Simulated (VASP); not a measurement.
Set up this calculation in VASP 6.6.1, as the native input.

* Task: single point
* Functional: HSE06
* Potentials or basis: VASP PAW PBE potentials, release 64 (Mo_sv, S)
* Cutoff: 520 eV
* k mesh: 6 × 6 × 2
* Occupations: fermi-dirac, width 0.02 eV
* Spin: no spin polarisation
* Dipole correction: no
* Exchange at q = 0: truncated
* Grid for exact exchange (PRECFOCK): Normal
* Screening parameter: 0.2079 1/A
* Further INCAR settings: ALGO = Normal; EDIFF = 1e-07; NBANDS = 20

Crystal: MoS2.

```
CELL_PARAMETERS angstrom
3.22024 0.00000 0.00000
-1.61012 2.78881 0.00000
0.00000 0.00000 5.94503
ATOMIC_POSITIONS crystal
Mo 0.00000 0.00000 0.00000
S 0.33333 0.66667 0.26003
S 0.66667 0.33333 0.73997
```

The cell was built by a generator and needn't be a form met in nature.

One way to write it, as run:

POSCAR

```
MoS2
1.0
    3.2202374489      0.0000000000      0.0000000000
   -1.6101187245      2.7888074370      0.0000000000
    0.0000000000      0.0000000000      5.9450268340
Mo S
1 2
Direct
    0.0000000000      0.0000000000      0.0000000000
    0.3333333333      0.6666666667      0.2600310814
    0.6666666667      0.3333333333      0.7399689186
```

INCAR.step1

```
SYSTEM = MoS2
PREC     = Accurate       ! precision mode
ENCUT    = 520            ! plane-wave cutoff, eV
EDIFF    = 1E-5           ! SCF threshold, eV
ISMEAR   = -1             ! smearing method
SIGMA    = 0.02           ! smearing width, eV
LREAL    = .False.        ! projectors in reciprocal space
LASPH    = .True.         ! aspherical terms in the spheres
NELM     = 100            ! most SCF steps
ALGO     = Normal         ! electronic algorithm
ISIF     = 2              ! what is computed and relaxed
LWAVE    = .True.         ! write WAVECAR
LCHARG   = .False.        ! write CHGCAR
GGA      = PE             ! functional
NBANDS   = 20             ! bands
```

INCAR.step2

```
SYSTEM = MoS2
PREC     = Accurate       ! precision mode
ENCUT    = 520            ! plane-wave cutoff, eV
EDIFF    = 1E-7           ! SCF threshold, eV
ISMEAR   = -1             ! smearing method
SIGMA    = 0.02           ! smearing width, eV
LREAL    = .False.        ! projectors in reciprocal space
LASPH    = .True.         ! aspherical terms in the spheres
NELM     = 100            ! most SCF steps
ALGO     = Normal         ! electronic algorithm
ISIF     = 2              ! what is computed and relaxed
LWAVE    = .False.        ! write WAVECAR
LCHARG   = .False.        ! write CHGCAR
GGA      = PE             ! functional
LHFCALC  = .True.         ! exact exchange
HFSCREEN = 0.2079         ! screening, 1/A
PRECFOCK = Normal       
ISTART   = 1            
NBANDS   = 20             ! bands
```

KPOINTS

```
regular mesh
0
Gamma
  6 6 2
  0 0 0
```

Potentials or basis: VASP PAW PBE potentials, release 64 (Mo_sv, S).

Command:

```console
$ cat potpaw_PBE.64/Mo_sv/POTCAR potpaw_PBE.64/S/POTCAR > POTCAR
$ cp INCAR.step1 INCAR
$ mpirun -np 1 vasp_std > vasp.out
$ cp INCAR.step2 INCAR
$ mpirun -np 1 vasp_std > vasp.out
```

It gave:

The pressure is -2.5 GPa and the largest force is 0.370 eV/Å. The band gap on the k mesh is none (metal or under the smearing width).

Caveat: the k mesh is coarse (spacing up to 0.53 Å⁻¹), so the values aren't converged, least of all with exact exchange; the PAW data sets were made with another functional, which shifts forces and pressure a little; this functional lacks dispersion, which binds the layers, so the pressure and a relaxed spacing across them are unreliable.

Run time: 23 min on 1 thread of Intel(R) Xeon(R) Platinum 8488C (Sapphire Rapids) (shared host), peak memory 0.28 GiB.
